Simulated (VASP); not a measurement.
A VASP calculation is set up with these files.

### POSCAR
```
NaBr
1
    0.0000000000     2.9596291208     2.9596291208
    2.9596291208    -0.0000000000     2.9596291208
    2.9596291208     2.9596291208     0.0000000000
Na Br
1 1
Direct
  1.0000000000   0.0000000000   0.0000000000
  0.5000000000   0.5000000000   0.5000000000
```

**KPOINTS**
```
Automatic mesh
0
Gamma
9 9 9
0 0 0
```

INCAR:
```
! general
SYSTEM  = NaBr
PREC    = Accurate
ENCUT   = 400   ! plane-wave cut-off (eV)
LREAL   = .FALSE.   ! projection in real space or not
LASPH   = .TRUE.

! electronic loop
EDIFF   = 1E-7
NELM    = 100
ALGO    = Normal   ! blocked Davidson
LMAXMIX = 4

! smearing
ISMEAR  = -5

! functional
GGA     = PS   ! PBEsol

! ions
ISIF    = 2

! output
LWAVE   = .FALSE.
LCHARG  = .TRUE.
LORBIT  = 11
NEDOS   = 601
```

POTCAR, in this order: Na_pv Br (PBE.64 set). Program: vasp_std.

Question: Write an equivalent input for Quantum ESPRESSO's pw.x.

Answer: One equivalent input (not run):
```
&CONTROL
  calculation = 'scf'
  pseudo_dir = './pseudo'
  outdir = './out'
  tprnfor = .true.
  tstress = .true.
/
&SYSTEM
  ibrav = 0
  nat = 2
  ntyp = 2
  ecutwfc = 88
  occupations = 'tetrahedra'
  input_dft = 'pbesol'
/
&ELECTRONS
  conv_thr = 7.3e-09
  electron_maxstep = 100
/
ATOMIC_SPECIES
  Na 22.990 Na.upf
  Br 79.904 Br.upf
CELL_PARAMETERS angstrom
     0.0000000    2.9596291    2.9596291
     2.9596291   -0.0000000    2.9596291
     2.9596291    2.9596291    0.0000000
ATOMIC_POSITIONS crystal
  Na   1.0000000  0.0000000  0.0000000
  Br   0.5000000  0.5000000  0.5000000
K_POINTS automatic
  9 9 9 0 0 0
```
The two are equivalent in intent, not identical: the potentials are each code's own (VASP's PAW set, PseudoDojo norm-conserving files in pw.x), so ENCUT and ecutwfc are chosen apart and not converted; conv_thr bounds pw.x's estimated SCF error, while EDIFF bounds the energy change between steps.

The structure was generated: NaBr was put into the rock salt type (Fm-3m), which need not be its known phase. It was relaxed first, which changed the volume by -12 %.
